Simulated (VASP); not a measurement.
# ZnS (F-43m) in VASP: settings compared

One crystal, ZnS, is run at these levels: HSEsol, PBE; tasks: band structure, dielectric tensor.

Program: VASP 6.6.1. These are calculated values, not measurements. Logs are shortened: lines on timing, memory, paths and dates and some standing lists are left out, and cuts for length are marked.

**Measured values to compare with.**

From “Electronic, vibrational, and thermodynamic properties of ZnS (zincblende and rocksalt structure)”, 2009, arxiv:0911.5022, for a bulk crystal of ZnS at 19 K: band gap 3.85 eV (direct).

From a printed reference work, monograph, for a bulk crystal of ZnS: high-frequency dielectric constant 5.14.

The results are compared with them further down.

## 1. The structure

Symmetry: F-43m, No. 216, cubic system. The conventional cell has a = 5.404 Å, b = 5.404 Å, c = 5.404 Å, α = 90.00°, β = 90.00°, γ = 90.00°. Zn (site symmetry -43m) is surrounded by 4 S at 2.34 Å. S (site symmetry -43m) has 4 Zn at 2.34 Å as nearest neighbours.

## 2. Band structure, HSEsol

File POSCAR:

```
ZnS
1.0
    0.0000000000      2.7020000000      2.7020000000
    2.7020000000      0.0000000000      2.7020000000
    2.7020000000      2.7020000000      0.0000000000
Zn S
1 1
Direct
    0.7500000000      0.7500000000      0.7500000000
    0.0000000000      0.0000000000      0.0000000000
```

File INCAR.step1:

```
SYSTEM = ZnS
PREC = Accurate ; ENCUT = 520
EDIFF = 1E-5 ; ISMEAR = -1
SIGMA = 0.05 ; LREAL = .FALSE.
LASPH = .TRUE. ; NELM = 80
ALGO = Normal ; ISIF = 2
LWAVE = .TRUE. ; LCHARG = .FALSE.
GGA = PE
```

File INCAR.step2:

```
SYSTEM = ZnS
PREC = Accurate ; ENCUT = 520
EDIFF = 1E-6 ; ISMEAR = -1
SIGMA = 0.05 ; LREAL = .FALSE.
LASPH = .TRUE. ; NELM = 80
ALGO = Normal ; ISIF = 2
LWAVE = .FALSE. ; LCHARG = .FALSE.
GGA = PS ; LHFCALC = .TRUE.
HFSCREEN = 0.2 ; PRECFOCK = Normal
ISTART = 1
```

File KPOINTS:

```
regular mesh
0
G
  5 5 5
  0 0 0
```

File KPOINTS_OPT:

```
path GXWKGLUWLK,UX
12
line-mode
reciprocal
 0.0000000000  0.0000000000  0.0000000000  G
 0.5000000000  0.0000000000  0.5000000000  X

 0.5000000000  0.0000000000  0.5000000000  X
 0.5000000000  0.2500000000  0.7500000000  W

 0.5000000000  0.2500000000  0.7500000000  W
 0.3750000000  0.3750000000  0.7500000000  K

 0.3750000000  0.3750000000  0.7500000000  K
 0.0000000000  0.0000000000  0.0000000000  G

 0.0000000000  0.0000000000  0.0000000000  G
 0.5000000000  0.5000000000  0.5000000000  L

 0.5000000000  0.5000000000  0.5000000000  L
 0.6250000000  0.2500000000  0.6250000000  U

 0.6250000000  0.2500000000  0.6250000000  U
 0.5000000000  0.2500000000  0.7500000000  W

 0.5000000000  0.2500000000  0.7500000000  W
 0.5000000000  0.5000000000  0.5000000000  L

 0.5000000000  0.5000000000  0.5000000000  L
 0.3750000000  0.3750000000  0.7500000000  K

 0.6250000000  0.2500000000  0.6250000000  U
 0.5000000000  0.0000000000  0.5000000000  X
```

Potentials or basis: VASP PAW PBE potentials, release 64 (Zn, S).

Run with:

```
$ cat potpaw_PBE.64/Zn/POTCAR potpaw_PBE.64/S/POTCAR > POTCAR
$ cp INCAR.step1 INCAR
$ mpirun -np 1 vasp_std > vasp.out
$ cp INCAR.step2 INCAR
$ mpirun -np 1 vasp_std > vasp.out
```

OUTCAR:

```text
SYSTEM = ZnS
   PREC = Accurate
   ENCUT = 520
   EDIFF = 1E-6
   ISMEAR = -1
   LREAL = .FALSE.
   LASPH = .TRUE.
   NELM = 80
   ISIF = 2
   GGA = PS
   LHFCALC = .TRUE.
   HFSCREEN = 0.2
   PRECFOCK = Normal
   ISTART = 1

 ion  position               nearest neighbor table
   1  0.750  0.750  0.750-   2 2.34   2 2.34   2 2.34   2 2.34
   2  0.000  0.000  0.000-   1 2.34   1 2.34   1 2.34   1 2.34

  LATTYP: Found a face centered cubic cell.
 ALAT       =     5.4040000000

  Lattice vectors:

 A1 = (   0.0000000000,   2.7020000000,   2.7020000000)
 A2 = (   2.7020000000,   0.0000000000,   2.7020000000)
 A3 = (   2.7020000000,   2.7020000000,   0.0000000000)

Analysis of symmetry for initial positions (statically):
=====================================================================
 Subroutine PRICEL returns:
 Original cell was already a primitive cell.

 Routine SETGRP: Setting up the symmetry group for a
 face centered cubic supercell.

 Subroutine GETGRP returns: Found 24 space group operations
 (whereof 24 operations were pure point group operations)
 out of a pool of 48 trial point group operations.

The static configuration has the point symmetry T_d .

Analysis of symmetry for dynamics (positions and initial velocities):
=====================================================================
 Subroutine PRICEL returns:
 Original cell was already a primitive cell.

 Routine SETGRP: Setting up the symmetry group for a
 face centered cubic supercell.

 Subroutine GETGRP returns: Found 24 space group operations
 (whereof 24 operations were pure point group operations)
 out of a pool of 48 trial point group operations.

The dynamic configuration has the point symmetry T_d .

 Subroutine INISYM returns: Found 24 space group operations
 (whereof 24 operations are pure point group operations),
 and found     1 'primitive' translations

----------------------------------------------------------------------------------------

                                     Primitive cell

  volume of cell :      39.4535

  direct lattice vectors                    reciprocal lattice vectors
     0.000000000  2.702000000  2.702000000    -0.185048113  0.185048113  0.185048113
     2.702000000  0.000000000  2.702000000     0.185048113 -0.185048113  0.185048113
     2.702000000  2.702000000  0.000000000     0.185048113  0.185048113 -0.185048113

  length of vectors
     3.821205046  3.821205046  3.821205046     0.320512733  0.320512733  0.320512733

  position of ions in fractional coordinates (direct lattice)
     0.750000000  0.750000000  0.750000000
     0.000000000  0.000000000  0.000000000

  ion indices of the primitive-cell ions
   primitive index   ion index
                 1           1
                 2           2

----------------------------------------------------------------------------------------

 KPOINTS: regular mesh

Automatic generation of k-mesh.
 Grid dimensions read from file:
 generate k-points for:    5    5    5

 Generating k-lattice:

  Cartesian coordinates                     Fractional coordinates (reciprocal lattice)
    -0.037009623  0.037009623  0.037009623     0.200000000  0.000000000  0.000000000
     0.037009623 -0.037009623  0.037009623     0.000000000  0.200000000  0.000000000
     0.037009623  0.037009623 -0.037009623     0.000000000  0.000000000  0.200000000

  Length of vectors
     0.064102547  0.064102547  0.064102547

  Shift w.r.t. Gamma in fractional coordinates (k-lattice)
     0.000000000  0.000000000  0.000000000

 Subroutine IBZKPT returns following result:
 ===========================================

 Found     10 irreducible k-points:

 Following reciprocal coordinates:
            Coordinates               Weight
  0.000000  0.000000  0.000000      1.000000
  0.200000  0.000000  0.000000      8.000000
  0.400000  0.000000  0.000000      8.000000
  0.200000  0.200000  0.000000      6.000000
  0.400000  0.200000  0.000000     24.000000
 -0.400000  0.200000  0.000000     24.000000
 -0.200000  0.200000  0.000000     12.000000
  0.400000  0.400000  0.000000      6.000000
 -0.400000  0.400000  0.000000     12.000000
 -0.400000  0.400000  0.200000     24.000000
   k-points           NKPTS =     10   k-points in BZ     NKDIM =    125   number of bands    NBANDS=     13
   number of dos      NEDOS =    301   number of ions     NIONS =      2
   total plane-waves  NPLWV =  21952
   dimension x,y,z NGX =    28 NGY =   28 NGZ =   28
   dimension x,y,z NGXF=    56 NGYF=   56 NGZF=   56
   ions per type =               1   1
   NGX,Y,Z   is equivalent  to a cutoff of  12.18, 12.18, 12.18 a.u.
   NGXF,Y,Z  is equivalent  to a cutoff of  24.36, 24.36, 24.36 a.u.
 SYSTEM =  ZnS
   PREC   = accura    normal or accurate (medium, high low for compatibility)
   ISTART =      1    job   : 0-new  1-cont  2-samecut
   ICHARG =      0    charge: 1-file 2-atom 10-const
   ISPIN  =      1    spin polarized calculation?
   LNONCOLLINEAR =      F non collinear calculations
   LSORBIT =      F    spin-orbit coupling
   LASPH  =      T    aspherical Exc in radial PAW
   ENCUT  =  520.0 eV  38.22 Ry    6.18 a.u.   7.10  7.10  7.10*2*pi/ulx,y,z
   NELM   =     80;   NELMIN=  2; NELMDL=  0     # of ELM steps
   EDIFF  = 0.1E-05   stopping-criterion for ELM
   LREAL  =      F    real-space projection
   EDIFFG = 0.1E-04   stopping-criterion for IOM
   NSW    =      0    number of steps for IOM
   IBRION =     -1    ionic relax: 0-MD 1-quasi-New 2-CG
   NFREE  =      0    steps in history (QN), initial steepest desc. (CG)
   ISIF   =      2    stress and relaxation
   ISYM   =      3    0-nonsym 1-usesym 2-fastsym
   POTIM  = 0.5000    time-step for ionic-motion
   TEBEG  =    0.0;   TEEND  =   0.0 temperature during run
   PSTRESS=    0.0 pullay stress
   NELECT =      18.0000    total number of electrons
   NUPDOWN=      -1.0000    fix difference up-down
   EMIN   =  10.00;   EMAX   =-10.00  energy-range for DOS
   EFERMI =   0.00;   METHOD = LEGACY
   ISMEAR =    -1;   SIGMA  =   0.05  broadening in eV -4-tet -1-fermi 0-gaus
   EFERMI_NEDOS =   21; number of points for ismear=-14 and -15
   IALGO  =     38    algorithm
   IMIX   =      1    mixing-type and parameters
     AMIX     =   0.40;   BMIX     =  1.00
     AMIX_MAG =   1.60;   BMIX_MAG =  1.00
  volume/ion in A,a.u.               =      19.73       133.12
  Fermi-wavevector in a.u.,A,eV,Ry     =   1.260290  2.381602 21.610537  1.588330
  Thomas-Fermi vector in A             =   2.393807
   LORBIT       =      0    0 simple, 1 ext, 2 COOP (PROOUT), +10 PAW based schemes
   GGA     = PS    functional components
   LHFCALC =     T    Hartree Fock is set to
   PRECFOCK=normal    Normal, Fast or Accurate (Low or Medium for compatibility)
   ENCUT4O =  -1.0   cutoff for four orbital integrals eV
   NKREDX  =     1    reduce k-point grid by
   NKREDY  =     1    reduce k-point grid by
   NKREDZ  =     1    reduce k-point grid by
   AEXX    =    0.2500 exact exchange contribution
   HFSCREEN=    0.2000 screening length (either q_TF or 0.3 A-1)
   HFSCREENC=   0.2000 screening length for correlation (either q_TF or 0.3 A-1)
   ENCUTFOCK=  -1.0 apply spherical cutoff to Coloumb kernel
   IVDW    =     0    specifies the selected vdW correction
   LEPSILON=     F    determine dielectric tensor
   LRPA    =     F    only Hartree local field effects (RPA)
 non-spin polarized calculation
  energy-cutoff  :      520.00
  volume of cell :       39.45
 maximum number of plane-waves:      1073
  NGX = 24; NGY = 24; NGZ = 24

 number of electron      18.0000000 magnetization

 Free energy of the ion-electron system (eV)
  ---------------------------------------------------
  ext. energy  EPLUGINS =         0.00000000
  ---------------------------------------------------
  free energy    TOTEN  =        -8.88158347 eV

  energy without entropy =       -8.88158347  energy(sigma->0) =       -8.88158347

 E-fermi :   2.3121     XC(G=0):  -8.1231

 val. band max:        1.3040818457   @ k =   0.0000   0.0000   0.0000
 cond. band min:       4.5064008776   @ k =   0.0000   0.0000   0.0000
 fundamental gap:      3.2023190320
 Fermi energy:         2.3120787596

 k-point     1 :       0.0000    0.0000    0.0000
  band No.  band energies     occupation
      1     -13.0432      2.00000
      2      -6.5908      2.00000
      3      -6.5908      2.00000
      4      -6.5908      2.00000
      5      -6.1466      2.00000
      6      -6.1466      2.00000
      7       1.3041      2.00000
      8       1.3041      2.00000
      9       1.3041      2.00000
     10       4.5064      0.00000
     11       8.9229      0.00000
     12       8.9229      0.00000
     13       8.9229      0.00000

 k-point     2 :       0.2000    0.0000    0.0000
  band No.  band energies     occupation
      1     -12.7337      2.00000
      2      -6.5459      2.00000
      3      -6.5459      2.00000
      4      -6.5300      2.00000
      5      -6.1481      2.00000
      6      -6.1481      2.00000
      7      -1.0161      2.00000
      8       0.9489      2.00000
      9       0.9489      2.00000
     10       5.8246      0.00000
     11       9.0380      0.00000
     12       9.4691      0.00000
     13       9.4691      0.00000

 k-point     3 :       0.4000    0.0000    0.0000
  band No.  band energies     occupation
      1     -12.1528      2.00000
      2      -6.4901      2.00000
      3      -6.4901      2.00000
      4      -6.1293      2.00000
      5      -6.1284      2.00000
      6      -6.1284      2.00000
      7      -3.7877      2.00000
      8       0.4566      2.00000
      9       0.4566      2.00000
     10       5.8068      0.00000
     11       9.4930      0.00000
     12       9.4930      0.00000
     13      11.0224      0.00000
[... 81 lines left out ...]
 k-point     9 :      -0.4000    0.4000    0.0000
  band No.  band energies     occupation
      1     -11.7182      2.00000
      2      -6.4571      2.00000
      3      -6.3158      2.00000
      4      -6.2627      2.00000
      5      -6.1047      2.00000
      6      -5.7683      2.00000
      7      -3.6696      2.00000
      8      -1.8947      2.00000
      9      -0.7822      2.00000
     10       6.2130      0.00000
     11       7.8923      0.00000
     12      12.3840      0.00000
     13      13.0692      0.00000

 k-point    10 :      -0.4000    0.4000    0.2000
  band No.  band energies     occupation
      1     -11.7972      2.00000
      2      -6.4310      2.00000
      3      -6.3839      2.00000
      4      -6.2271      2.00000
      5      -6.1309      2.00000
      6      -5.8276      2.00000
      7      -3.4800      2.00000
      8      -1.7486      2.00000
      9      -0.8888      2.00000
     10       7.8014      0.00000
     11       8.3591      0.00000
     12       9.6574      0.00000
     13      12.5195      0.00000

------------------------ aborting loop because EDIFF is reached ----------------------------------------

  FORCE on cell =-STRESS in cart. coord.  units (eV):
  Direction    XX          YY          ZZ          XY          YZ          ZX
  --------------------------------------------------------------------------------------
  -------------------------------------------------------------------------------------
  Total       -0.4240553     -0.4240553     -0.4240553      0.0000000      0.0000000     -0.0000000
  in kB      -17.2205512    -17.2205512    -17.2205512      0.0000000      0.0000000     -0.0000000
  external PRESSURE =     -17.2205512 kB  Pullay stress =       0.0000000 kB

 VOLUME and BASIS-vectors are now :
 -----------------------------------------------------------------------------
  energy-cutoff  :      520.00
  volume of cell :       39.45
      direct lattice vectors                 reciprocal lattice vectors
     0.000000000  2.702000000  2.702000000    -0.185048113  0.185048113  0.185048113
     2.702000000  0.000000000  2.702000000     0.185048113 -0.185048113  0.185048113
     2.702000000  2.702000000  0.000000000     0.185048113  0.185048113 -0.185048113

 POSITION                                       TOTAL-FORCE (eV/Angst)
 -----------------------------------------------------------------------------------
      4.05300      4.05300      4.05300        -0.000000     -0.000000      0.000000
      0.00000      0.00000      0.00000         0.000000      0.000000     -0.000000
 -----------------------------------------------------------------------------------
    total drift:                                0.000188      0.000089      0.000092

  FREE ENERGIE OF THE ION-ELECTRON SYSTEM (eV)
  ---------------------------------------------------
  free  energy   TOTEN  =        -8.8815834721 eV

  energy  without entropy=       -8.8815834720  energy(sigma->0) =       -8.88158347
```

It took 55 min on 1 thread of Intel Xeon Platinum 8559C (Emerald Rapids), shared host; peak memory 0.25 GiB.

What came out:

```yaml
Free_energy: -8.8816 eV
Pressure: -1.7 GPa
Band_gap_on_the_k_mesh: 3.20 eV, direct
Band_gap_along_the_path: 3.20 eV, direct
```

Levels at the corners of the path, in eV from the valence-band top:
```csv
point,band 6,band 7,band 8,band 9,band 10,band 11,band 12,band 13
Γ,-7.45,0.00,0.00,0.00,3.20,7.62,7.62,7.62
X,-7.17,-5.05,-2.38,-2.38,4.25,5.17,12.44,13.62
X,-7.17,-5.05,-2.38,-2.38,4.25,5.17,12.44,13.62
W,-7.00,-4.89,-3.02,-2.91,6.69,7.50,9.14,9.32
W,-7.00,-4.89,-3.02,-2.91,6.69,7.50,9.14,9.32
K,-7.05,-4.95,-3.39,-1.94,5.11,7.22,10.67,11.23
K,-7.05,-4.95,-3.39,-1.94,5.11,7.22,10.67,11.23
Γ,-7.45,0.00,0.00,0.00,3.20,7.62,7.62,7.62
Γ,-7.45,0.00,0.00,0.00,3.20,7.62,7.62,7.62
L,-7.21,-5.67,-0.92,-0.92,4.44,8.12,8.12,10.08
L,-7.21,-5.67,-0.92,-0.92,4.44,8.12,8.12,10.08
U,-7.05,-4.95,-3.39,-1.94,5.11,7.22,10.67,11.23
U,-7.05,-4.95,-3.39,-1.94,5.11,7.22,10.67,11.23
W,-7.00,-4.89,-3.02,-2.91,6.69,7.50,9.14,9.32
W,-7.00,-4.89,-3.02,-2.91,6.69,7.50,9.14,9.32
L,-7.21,-5.67,-0.92,-0.92,4.44,8.12,8.12,10.08
L,-7.21,-5.67,-0.92,-0.92,4.44,8.12,8.12,10.08
K,-7.05,-4.95,-3.39,-1.94,5.11,7.22,10.67,11.23
U,-7.05,-4.95,-3.39,-1.94,5.11,7.22,10.67,11.23
X,-7.17,-5.05,-2.38,-2.38,4.25,5.17,12.44,13.62
```

Caveat: the PAW data sets were made with another functional, which shifts forces and pressure a little.

[end of part 1 of 3]
